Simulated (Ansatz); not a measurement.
Zincblende CdSe, relaxed with r2SCAN in Ansatz 0.2.0: space group F-43m (No. 216), cubic; conventional cell a = 6.136 Å, 28.87 Å³ an atom. Cd has 4 Se at 2.66 Å; Se has 4 Cd at 2.66 Å. The cell was then strained (x, y and z are the cube axes), with the atoms relaxed again; stress is positive in compression. The values are computed, spin-unpolarised, and not measurements.

- Isotropic -1.18 % on every length: the pressure changes by +1.98 GPa, and the HSE06 gap (Γ) goes from 1.483 to 1.570 eV.
- Epitaxial strain of +1.03 % in the (001) plane: the free normal strain is -1.59 % and the in-plane stress changes by -0.39 GPa.
- In that film r2SCAN's threefold valence top at Γ splits as 1+2 from the top, by 0.078 eV.
- Uniaxial strain of -0.58 % along [111], atoms relaxed: the xy stress changes by +0.086 GPa.
- That strain splits the valence top at Γ by 0.025 eV (r2SCAN).

(1) What bulk modulus does the isotropic step give?

(2) Give the volume deformation potential of that gap and its pressure coefficient.

(3) What do the film's normal strain and stress say about the elastic constants?

(4) How much elastic energy does the film store, with 28.87 Å³ an atom?

(5) Extract the shear deformation potential b.

(6) Estimate C₄₄.

(7) Extract the deformation potential d.

Results:

(1) Δ ln V = 3 ln(0.9882) = -0.0356, so B ≈ −ΔP/Δ ln V = 56 GPa.

(2) a_V = ΔE_g/Δ ln V = (+0.087)/(-0.0356) = -2.44 eV; dE_g/dP = −a_V/B = +44 meV/GPa, with HSE06's gap and r2SCAN's modulus.

(3) ε⊥/ε∥ = (-0.0159)/(+0.0103) = -1.54, which linear elasticity sets to −2C₁₂/C₁₁. The biaxial modulus is M = −Δσ/ε∥ = 38 GPa.

(4) u = M ε∥² = −Δσ ε∥ = +0.39 × (+0.0103) = 0.0040 GPa, and 1 GPa Å³ is 6.2415 meV: 0.72 meV an atom. The total energies of the two runs differ by 0.83 meV an atom.

(5) Without spin-orbit coupling the splitting is 3|b| |ε_zz − ε_xx| = 3|b| × 0.0262, so |b| = 0.078/0.0786 = 0.99 eV.

(6) A strain ε along [111] has ε_xy = ε/3 = -0.00193, an engineering shear of 2ε/3, so C₄₄ ≈ −Δσ_xy/(2ε/3) = 22 GPa, atoms relaxed.

(7) Without spin-orbit coupling the splitting is 3√3 |d| ε_xy = √3 |d| |ε|, so |d| = 0.025/(1.732 × 0.0058) = 2.49 eV.

Spin-orbit coupling is left out.

The meshes of the hybrids are coarse, so their gaps aren't converged to the digits shown.
